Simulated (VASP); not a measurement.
# SnTe (F-43m) in VASP: further runs

One crystal, SnTe, is run at these levels: PBE; tasks: G0W0 quasiparticle levels.

Everything below comes from runs of VASP 6.6.1. Logs are shortened: lines on timing, memory, paths and dates and some standing lists are left out, and cuts for length are marked.

### Step 1. The crystal as given

Symmetry: F-43m, No. 216, cubic system. Conventional cell: a = 7.222 Å, b = 7.222 Å, c = 7.222 Å, α = 90.00°, β = 90.00°, γ = 90.00°. Around Te (site symmetry -43m) lie 4 Sn at 3.13 Å. Sn (site symmetry -43m) has 4 Te at 3.13 Å as nearest neighbours.

Measurements of this composition are mostly on another form, of space group No. 225.

### Step 2. G0W0 quasiparticle levels, PBE

Input file POSCAR:

```
SnTe
1.0
    0.0000000000      3.6111460000      3.6111460000
    3.6111460000      0.0000000000      3.6111460000
    3.6111460000      3.6111460000      0.0000000000
Te Sn
1 1
Direct
    0.2500000000      0.2500000000      0.2500000000
    0.0000000000      0.0000000000      0.0000000000
```

Input file INCAR.step1:

```
SYSTEM = SnTe
ALGO = Normal ; EDIFF = 1E-8
ENCUT = 450 ; GGA = PE
ISMEAR = 0 ; LASPH = .True.
LCHARG = .False. ; LREAL = .False.
LWAVE = .True. ; NELM = 80
PREC = Accurate ; SIGMA = 0.01
```

Input file INCAR.step2:

```
SYSTEM = SnTe
ALGO = Exact ; EDIFF = 1E-8
ENCUT = 450 ; GGA = PE
ISMEAR = 0 ; ISTART = 1
LASPH = .True. ; LCHARG = .False.
LOPTICS = .True. ; LREAL = .False.
LWAVE = .True. ; NBANDS = 123
NELM = 1 ; PREC = Accurate
SIGMA = 0.01
```

Input file INCAR.step3:

```
SYSTEM = SnTe
ALGO = EVGW0 ; EDIFF = 1E-8
ENCUT = 450 ; ENCUTGW = 50
GGA = PE ; ISMEAR = 0
ISTART = 1 ; LASPH = .True.
LCHARG = .False. ; LREAL = .False.
LWAVE = .False. ; NBANDS = 123
NBANDSGW = 18 ; NELMGW = 1
NOMEGA = 48 ; PREC = Accurate
PRECFOCK = Fast ; SIGMA = 0.01
```

Input file KPOINTS:

```
k-points
0
Gamma
  2 2 2
  0 0 0
```

Potentials or basis: VASP PAW PBE potentials, release 64 (Te_GW, Sn_d_GW).

Started as:

```console
$ cat potpaw_PBE.64/Te_GW/POTCAR potpaw_PBE.64/Sn_d_GW/POTCAR > POTCAR
$ cp INCAR.step1 INCAR
$ mpirun -np 1 vasp_std > vasp.out
$ cp INCAR.step2 INCAR
$ mpirun -np 1 vasp_std > vasp.out
$ cp INCAR.step3 INCAR
$ mpirun -np 1 vasp_std > vasp.out
```

OUTCAR:

```text
SYSTEM = SnTe
   EDIFF = 1E-8
   ENCUT = 450
   ENCUTGW = 50
   GGA = PE
   ISMEAR = 0
   ISTART = 1
   LASPH = .True.
   LREAL = .False.
   NELMGW = 1
   PREC = Accurate
   PRECFOCK = Fast

 Found      3 irreducible k-points:

 Following reciprocal coordinates:
            Coordinates               Weight
  0.000000  0.000000  0.000000      1.000000
  0.500000  0.000000  0.000000      4.000000
  0.500000  0.500000  0.000000      3.000000
   k-points           NKPTS =      3   k-points in BZ     NKDIM =      8   number of bands    NBANDS=    123
   number of dos      NEDOS =    301   number of ions     NIONS =      2
   total plane-waves  NPLWV =  46656
   dimension x,y,z NGX =    36 NGY =   36 NGZ =   36
   dimension x,y,z NGXF=    72 NGYF=   72 NGZF=   72
   ions per type =               1   1
   NGX,Y,Z   is equivalent  to a cutoff of  11.72, 11.72, 11.72 a.u.
   NGXF,Y,Z  is equivalent  to a cutoff of  23.44, 23.44, 23.44 a.u.
 SYSTEM =  SnTe
   PREC   = accura    normal or accurate (medium, high low for compatibility)
   ISTART =      1    job   : 0-new  1-cont  2-samecut
   ICHARG =      0    charge: 1-file 2-atom 10-const
   ISPIN  =      1    spin polarized calculation?
   LNONCOLLINEAR =      F non collinear calculations
   LSORBIT =      F    spin-orbit coupling
   LASPH  =      T    aspherical Exc in radial PAW
   ENCUT  =  450.0 eV  33.07 Ry    5.75 a.u.   8.83  8.83  8.83*2*pi/ulx,y,z
   NELM   =     60;   NELMIN=  2; NELMDL=  0     # of ELM steps
   EDIFF  = 0.1E-07   stopping-criterion for ELM
   LREAL  =      F    real-space projection
   EDIFFG = 0.1E-06   stopping-criterion for IOM
   NSW    =      0    number of steps for IOM
   IBRION =     -1    ionic relax: 0-MD 1-quasi-New 2-CG
   NFREE  =      0    steps in history (QN), initial steepest desc. (CG)
   ISIF   =      0    stress and relaxation
   ISYM   =      3    0-nonsym 1-usesym 2-fastsym
   POTIM  = 0.5000    time-step for ionic-motion
   TEBEG  =    0.0;   TEEND  =   0.0 temperature during run
   PSTRESS=    0.0 pullay stress
   NELECT =      20.0000    total number of electrons
   NUPDOWN=      -1.0000    fix difference up-down
   EMIN   =  10.00;   EMAX   =-10.00  energy-range for DOS
   EFERMI =   0.00;   METHOD = LEGACY
   ISMEAR =     0;   SIGMA  =   0.01  broadening in eV -4-tet -1-fermi 0-gaus
   EFERMI_NEDOS =   21; number of points for ismear=-14 and -15
   IALGO  =     38    algorithm
   IMIX   =      4    mixing-type and parameters
     AMIX     =   0.40;   BMIX     =  1.00
     AMIX_MAG =   1.60;   BMIX_MAG =  1.00
  volume/ion in A,a.u.               =      47.09       317.78
  Fermi-wavevector in a.u.,A,eV,Ry     =   0.976704  1.845704 12.979296  0.953951
  Thomas-Fermi vector in A             =   2.107344
   LORBIT       =      0    0 simple, 1 ext, 2 COOP (PROOUT), +10 PAW based schemes
   GGA     = PE    functional components
   LHFCALC =     T    Hartree Fock is set to
   PRECFOCK=fast      Normal, Fast or Accurate (Low or Medium for compatibility)
   ENCUT4O =  -1.0   cutoff for four orbital integrals eV
   NKREDX  =     1    reduce k-point grid by
   NKREDY  =     1    reduce k-point grid by
   NKREDZ  =     1    reduce k-point grid by
   AEXX    =    1.0000 exact exchange contribution
   HFSCREEN=    0.0000 screening length (either q_TF or 0.3 A-1)
   HFSCREENC=   0.0000 screening length for correlation (either q_TF or 0.3 A-1)
   ENCUTFOCK=  -1.0 apply spherical cutoff to Coloumb kernel
   IVDW    =     0    specifies the selected vdW correction
   LEPSILON=     F    determine dielectric tensor
   LRPA    =     F    only Hartree local field effects (RPA)
   LRPAFORCE           =     F    calculate RPA forces
   ENCUTGW             =  50.0    cutoff for response function in eV
   ENCUTGWSOFT         =  40.0    soft cutoff for Coulomb kernel in GW response function in eV
   ENCUTLF             =  -1.0    cutoff for local field effects
   NELMGW              =     1    number of iterations in solving QP/BSE equation
   NELMHF              =     1    number of iterations in the inner HF iteration
   NKREDLFX            =     1    NKREDLFY  =   1   NKREDLFZ  =   1
 non-spin polarized calculation
 Gauss-broadening in eV      SIGMA  =   0.01
  energy-cutoff  :      450.00
  volume of cell :       94.18
 maximum number of plane-waves:      2085
 NGX is ok and might be reduce to    36
  NGX = 20; NGY = 20; NGZ = 20
   NGX = 17   NGY = 17   NGZ = 17
 maximum number of plane-waves:        80
 NGX is ok and might be reduce to    14

 QP shifts <psi_nk| G(iteration)W_0 |psi_nk>: iteration 1
 for sc-GW calculations column KS-energies equals QP-energies in previous step
 and V_xc(KS)=  KS-energies - (<T + V_ion + V_H > + <T+V_H+V_ion>^1  + <V_x>^1)

 k-point   1 :       0.0000    0.0000    0.0000
  band No.  KS-energies  QP-energies   sigma(KS)   V_xc(KS)     V^pw_x(r,r')   Z            occupation Imag(sigma)

      1     -19.3912     -21.6909     -21.1095     -17.5160     -27.0917       0.6400       2.0000       0.3327
      2     -19.3912     -21.6909     -21.1095     -17.5160     -27.0917       0.6400       2.0000       0.3327
      3     -19.3912     -21.6909     -21.1095     -17.5160     -27.0917       0.6400       2.0000       0.3327
      4     -19.3830     -21.6641     -21.1005     -17.5180     -27.0742       0.6367       2.0000       0.3181
      5     -19.3830     -21.6641     -21.1005     -17.5180     -27.0742       0.6367       2.0000       0.3181
      6      -9.0511      -9.0165     -10.7332     -10.7924     -17.0021       0.5843       2.0000       1.0568
[... 10 lines left out ...]
     17      10.0964       9.9884      -6.1670      -6.0194      -1.7165       0.7323       0.0000      -0.4268
     18      10.0964       9.9884      -6.1670      -6.0194      -1.7165       0.7323       0.0000      -0.4268

 k-point   2 :       0.5000    0.0000    0.0000
  band No.  KS-energies  QP-energies   sigma(KS)   V_xc(KS)     V^pw_x(r,r')   Z            occupation Imag(sigma)

      1     -19.3924     -21.6806     -21.0946     -17.5135     -27.0867       0.6390       2.0000       0.3364
      2     -19.3899     -21.6994     -21.1078     -17.5180     -27.0897       0.6434       2.0000       0.3307
      3     -19.3899     -21.6994     -21.1078     -17.5180     -27.0897       0.6434       2.0000       0.3307
      4     -19.3828     -21.6982     -21.0998     -17.5186     -27.0746       0.6465       2.0000       0.3173
      5     -19.3828     -21.6982     -21.0998     -17.5186     -27.0746       0.6465       2.0000       0.3173
      6      -8.5104      -8.4929     -11.0582     -11.0867     -16.9979       0.6144       2.0000       0.9682
[... 10 lines left out ...]
     17       9.3938       9.5501      -7.3318      -7.5447      -2.9196       0.7342       0.0000      -0.3642
     18      10.6741      10.8633      -7.6645      -7.9248      -3.0765       0.7268       0.0000      -0.4101

 k-point   3 :       0.5000    0.5000    0.0000
  band No.  KS-energies  QP-energies   sigma(KS)   V_xc(KS)     V^pw_x(r,r')   Z            occupation Imag(sigma)

      1     -19.3944     -21.6754     -21.0884     -17.5097     -27.0826       0.6374       2.0000       0.3421
      2     -19.3884     -21.7076     -21.1089     -17.5209     -27.0914       0.6464       2.0000       0.3277
      3     -19.3884     -21.7076     -21.1089     -17.5209     -27.0914       0.6464       2.0000       0.3277
      4     -19.3830     -21.6739     -21.0989     -17.5179     -27.0735       0.6397       2.0000       0.3178
      5     -19.3830     -21.6739     -21.0989     -17.5179     -27.0735       0.6397       2.0000       0.3178
      6      -8.2902      -8.2820     -11.2034     -11.2166     -17.0086       0.6201       2.0000       0.9411
[... 10 lines left out ...]
     17      10.7115      10.9005      -7.6268      -7.8897      -3.1825       0.7188       0.0000      -0.3364
     18      11.0314      11.2390      -7.5957      -7.8913      -2.9037       0.7024       0.0000      -0.3701
```

Wall time 50 s (1 thread of AMD EPYC 9R45 (Zen 5), shared host); peak memory 0.6 GiB.

These settings aren't checked as converged: the numbers below hold their error.

Results:

| Item | Value |
| --- | --- |
| Band gap on the k mesh, mean-field level | 0.81 eV, direct |
| Quasiparticle gap | 1.29 eV |
| Least direct quasiparticle gap | 1.29 eV |

Caveat: the k mesh is coarse (spacing up to 0.75 Å⁻¹), so the values aren't converged; bands, screening cutoff and mesh are small and nothing is extrapolated, so the quasiparticle values aren't converged; spin-orbit coupling is left out, which moves the levels of the heavy elements.

### Step 3. G0W0 quasiparticle levels, PBE

POSCAR is that of step 2.

INCAR.step1 is that of step 2.

Edit INCAR.step2 of step 2 so:

```diff
@@ -6,3 +6,3 @@
 LOPTICS = .True. ; LREAL = .False.
-LWAVE = .True. ; NBANDS = 123
+LWAVE = .True. ; NBANDS = 236
 NELM = 1 ; PREC = Accurate
```

Edit INCAR.step3 of step 2 so:

```diff
@@ -6,3 +6,3 @@
 LCHARG = .False. ; LREAL = .False.
-LWAVE = .False. ; NBANDS = 123
+LWAVE = .False. ; NBANDS = 236
 NBANDSGW = 18 ; NELMGW = 1
```

KPOINTS is that of step 2.

Potentials or basis: VASP PAW PBE potentials, release 64 (Te_GW, Sn_d_GW).

Started as:

```console
$ cat potpaw_PBE.64/Te_GW/POTCAR potpaw_PBE.64/Sn_d_GW/POTCAR > POTCAR
$ cp INCAR.step1 INCAR
$ mpirun -np 1 vasp_std > vasp.out
$ cp INCAR.step2 INCAR
$ mpirun -np 1 vasp_std > vasp.out
$ cp INCAR.step3 INCAR
$ mpirun -np 1 vasp_std > vasp.out
```

OUTCAR:

```text
SYSTEM = SnTe
   EDIFF = 1E-8
   ENCUT = 450
   ENCUTGW = 50
   GGA = PE
   ISMEAR = 0
   ISTART = 1
   LASPH = .True.
   LREAL = .False.
   NELMGW = 1
   PREC = Accurate
   PRECFOCK = Fast

 Found      3 irreducible k-points:

 Following reciprocal coordinates:
            Coordinates               Weight
  0.000000  0.000000  0.000000      1.000000
  0.500000  0.000000  0.000000      4.000000
  0.500000  0.500000  0.000000      3.000000
   k-points           NKPTS =      3   k-points in BZ     NKDIM =      8   number of bands    NBANDS=    236
   number of dos      NEDOS =    301   number of ions     NIONS =      2
   total plane-waves  NPLWV =  46656
   dimension x,y,z NGX =    36 NGY =   36 NGZ =   36
   dimension x,y,z NGXF=    72 NGYF=   72 NGZF=   72
   ions per type =               1   1
   NGX,Y,Z   is equivalent  to a cutoff of  11.72, 11.72, 11.72 a.u.
   NGXF,Y,Z  is equivalent  to a cutoff of  23.44, 23.44, 23.44 a.u.
 SYSTEM =  SnTe
   PREC   = accura    normal or accurate (medium, high low for compatibility)
   ISTART =      1    job   : 0-new  1-cont  2-samecut
   ICHARG =      0    charge: 1-file 2-atom 10-const
   ISPIN  =      1    spin polarized calculation?
   LNONCOLLINEAR =      F non collinear calculations
   LSORBIT =      F    spin-orbit coupling
   LASPH  =      T    aspherical Exc in radial PAW
   ENCUT  =  450.0 eV  33.07 Ry    5.75 a.u.   8.83  8.83  8.83*2*pi/ulx,y,z
   NELM   =     60;   NELMIN=  2; NELMDL=  0     # of ELM steps
   EDIFF  = 0.1E-07   stopping-criterion for ELM
   LREAL  =      F    real-space projection
   EDIFFG = 0.1E-06   stopping-criterion for IOM
   NSW    =      0    number of steps for IOM
   IBRION =     -1    ionic relax: 0-MD 1-quasi-New 2-CG
   NFREE  =      0    steps in history (QN), initial steepest desc. (CG)
   ISIF   =      0    stress and relaxation
   ISYM   =      3    0-nonsym 1-usesym 2-fastsym
   POTIM  = 0.5000    time-step for ionic-motion
   TEBEG  =    0.0;   TEEND  =   0.0 temperature during run
   PSTRESS=    0.0 pullay stress
   NELECT =      20.0000    total number of electrons
   NUPDOWN=      -1.0000    fix difference up-down
   EMIN   =  10.00;   EMAX   =-10.00  energy-range for DOS
   EFERMI =   0.00;   METHOD = LEGACY
   ISMEAR =     0;   SIGMA  =   0.01  broadening in eV -4-tet -1-fermi 0-gaus
   EFERMI_NEDOS =   21; number of points for ismear=-14 and -15
   IALGO  =     38    algorithm
   IMIX   =      4    mixing-type and parameters
     AMIX     =   0.40;   BMIX     =  1.00
     AMIX_MAG =   1.60;   BMIX_MAG =  1.00
  volume/ion in A,a.u.               =      47.09       317.78
  Fermi-wavevector in a.u.,A,eV,Ry     =   0.976704  1.845704 12.979296  0.953951
  Thomas-Fermi vector in A             =   2.107344
   LORBIT       =      0    0 simple, 1 ext, 2 COOP (PROOUT), +10 PAW based schemes
   GGA     = PE    functional components
   LHFCALC =     T    Hartree Fock is set to
   PRECFOCK=fast      Normal, Fast or Accurate (Low or Medium for compatibility)
   ENCUT4O =  -1.0   cutoff for four orbital integrals eV
   NKREDX  =     1    reduce k-point grid by
   NKREDY  =     1    reduce k-point grid by
   NKREDZ  =     1    reduce k-point grid by
   AEXX    =    1.0000 exact exchange contribution
   HFSCREEN=    0.0000 screening length (either q_TF or 0.3 A-1)
   HFSCREENC=   0.0000 screening length for correlation (either q_TF or 0.3 A-1)
   ENCUTFOCK=  -1.0 apply spherical cutoff to Coloumb kernel
   IVDW    =     0    specifies the selected vdW correction
   LEPSILON=     F    determine dielectric tensor
   LRPA    =     F    only Hartree local field effects (RPA)
   LRPAFORCE           =     F    calculate RPA forces
   ENCUTGW             =  50.0    cutoff for response function in eV
   ENCUTGWSOFT         =  40.0    soft cutoff for Coulomb kernel in GW response function in eV
   ENCUTLF             =  -1.0    cutoff for local field effects
   NELMGW              =     1    number of iterations in solving QP/BSE equation
   NELMHF              =     1    number of iterations in the inner HF iteration
   NKREDLFX            =     1    NKREDLFY  =   1   NKREDLFZ  =   1
 non-spin polarized calculation
 Gauss-broadening in eV      SIGMA  =   0.01
  energy-cutoff  :      450.00
  volume of cell :       94.18
 maximum number of plane-waves:      2085
 NGX is ok and might be reduce to    36
  NGX = 20; NGY = 20; NGZ = 20
   NGX = 17   NGY = 17   NGZ = 17
 maximum number of plane-waves:        80
 NGX is ok and might be reduce to    14

 QP shifts <psi_nk| G(iteration)W_0 |psi_nk>: iteration 1
 for sc-GW calculations column KS-energies equals QP-energies in previous step
 and V_xc(KS)=  KS-energies - (<T + V_ion + V_H > + <T+V_H+V_ion>^1  + <V_x>^1)

 k-point   1 :       0.0000    0.0000    0.0000
  band No.  KS-energies  QP-energies   sigma(KS)   V_xc(KS)     V^pw_x(r,r')   Z            occupation Imag(sigma)

      1     -19.3912     -21.7468     -21.1936     -17.5160     -27.0917       0.6405       2.0000       0.3394
      2     -19.3912     -21.7468     -21.1936     -17.5160     -27.0917       0.6405       2.0000       0.3394
      3     -19.3912     -21.7468     -21.1936     -17.5160     -27.0917       0.6405       2.0000       0.3394
      4     -19.3830     -21.7184     -21.1831     -17.5180     -27.0742       0.6372       2.0000       0.3280
      5     -19.3830     -21.7184     -21.1831     -17.5180     -27.0742       0.6372       2.0000       0.3280
      6      -9.0511      -9.0361     -10.7667     -10.7924     -17.0021       0.5844       2.0000       1.0641
[... 10 lines left out ...]
     17      10.0964       9.9421      -6.2310      -6.0194      -1.7165       0.7295       0.0000      -0.4135
     18      10.0964       9.9421      -6.2310      -6.0194      -1.7165       0.7295       0.0000      -0.4135
[... 26 lines left out ...]
      1     -19.3944     -21.7309     -21.1722     -17.5097     -27.0826       0.6380       2.0000       0.3487
      2     -19.3884     -21.7639     -21.1934     -17.5209     -27.0914       0.6468       2.0000       0.3351
      3     -19.3884     -21.7639     -21.1934     -17.5209     -27.0914       0.6468       2.0000       0.3351
      4     -19.3830     -21.7289     -21.1820     -17.5179     -27.0735       0.6403       2.0000       0.3270
      5     -19.3830     -21.7289     -21.1820     -17.5179     -27.0735       0.6403       2.0000       0.3270
      6      -8.2902      -8.3020     -11.2357     -11.2166     -17.0086       0.6202       2.0000       0.9447
[... 10 lines left out ...]
     17      10.7115      10.8341      -7.7191      -7.8897      -3.1825       0.7186       0.0000      -0.3184
     18      11.0314      11.1841      -7.6737      -7.8913      -2.9037       0.7019       0.0000      -0.3540
```

Run time: 58 s. Hardware: 1 thread of AMD EPYC 9R45 (Zen 5), shared host; peak memory 0.62 GiB.

These settings aren't checked as converged: the numbers below hold their error.

What came out:

| Property | Result |
| --- | --- |
| Band gap on the k mesh, mean-field level | 0.81 eV, direct |
| Quasiparticle gap | 1.29 eV |
| Least direct quasiparticle gap | 1.29 eV |

Caveat: the k mesh is coarse (spacing up to 0.75 Å⁻¹), so the values aren't converged; bands, screening cutoff and mesh are small and nothing is extrapolated, so the quasiparticle values aren't converged; spin-orbit coupling is left out, which moves the levels of the heavy elements.

### Step 4. The reference run

An earlier run on the cell as given: functional PBEsol; potentials or basis VASP PAW PBE potentials, release 64 (Te, Sn_d); cutoff 520 eV; k mesh 7 × 7 × 7; occupations fermi-dirac, width 0.05 eV; no spin polarisation.

- Pressure: -1.4 GPa
- Band gap on the k mesh: 0.28 eV, indirect (least direct gap 0.79 eV)
